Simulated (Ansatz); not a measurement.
Here is an Ansatz 0.2.0 calculation.

File input.yaml:

```yaml
crystal:
  lattice:
    - [0.0, 2.8338, 2.8338]
    - [2.8338, 0.0, 2.8338]
    - [2.8338, 2.8338, 0.0]
  atoms:
    - { symbol: Se, position: [0.75, 0.75, 0.75] }
    - { symbol: Zn, position: [0.0, 0.0, 0.0] }
kpoints:
  mp_grid: { grid: [8, 8, 8] }
scf:
  occupations: { method: fermi_dirac, width: 0.05 }
hamiltonian:
  xc: rpbe
  pseudopotentials: { kind: all_electron, lapw: { basis_error: 0.001 } }
output:
  forces: true
  stress: true
relax:
  f_tol: 0.005
  max_steps: 60
  cell: {}
```

Potentials or basis: all-electron LAPW, scalar-relativistic.

The run is started by

```sh
$ ansatz run input.yaml --threads 1 --pin off --max-ram 3072MiB --backend cpu --events-out ev --progress --plain --runs-dir out
```

(1) Estimate the relaxed cell.

(2) Estimate the relaxed volume.

## Answers

(1) a = 4.107 Å, b = 4.107 Å, c = 4.107 Å, α = 60.00°, β = 60.00°, γ = 60.00°.

(2) 24.49 Å³/atom.
